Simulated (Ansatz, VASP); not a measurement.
# Two plane-wave programs on Al2O3 (Corundum)

```
Al O
1.0
     2.33203    1.34640    4.23154
    -2.33203    1.34640    4.23154
     0.00000   -2.69280    4.23154
Al O
4 6
Cartesian
  0.0000 0.0000 4.4693
  0.0000 0.0000 1.8780
  0.0000 0.0000 8.2253
  0.0000 0.0000 10.8166
  -0.9016 1.3464 7.4052
  -0.7152 -1.4540 7.4052
  1.6168 0.1076 7.4052
  0.9016 -1.3464 5.2894
  0.7152 1.4540 5.2894
  -1.6168 -0.1076 5.2894
```

Alike in both runs: task relaxation of shape and atoms at fixed volume; functional PBE; k mesh 6 × 6 × 6; occupations gaussian, width 0.02 eV; no spin polarisation.

```csv
,VASP,Ansatz
version,VASP 6.6.1,Ansatz 0.2.0
potentials or method,"VASP PAW PBE potentials, release 64 (Al, O)","scalar-relativistic, plane waves, PAW"
plane-wave cutoff (eV),600,420
valence electrons in the cell,48,48
```

```csv
,VASP,Ansatz,Ansatz less VASP
"gap on the k mesh at the Fermi level, each at its own relaxed structure (eV)",7.01,7.01,-0.002
relaxed volume (Å³/atom),7.97,7.97,0.000
relaxed cell length with the largest relative difference (Å),5.013,5.013,+0.0005
```

A k mesh can miss the band edges.
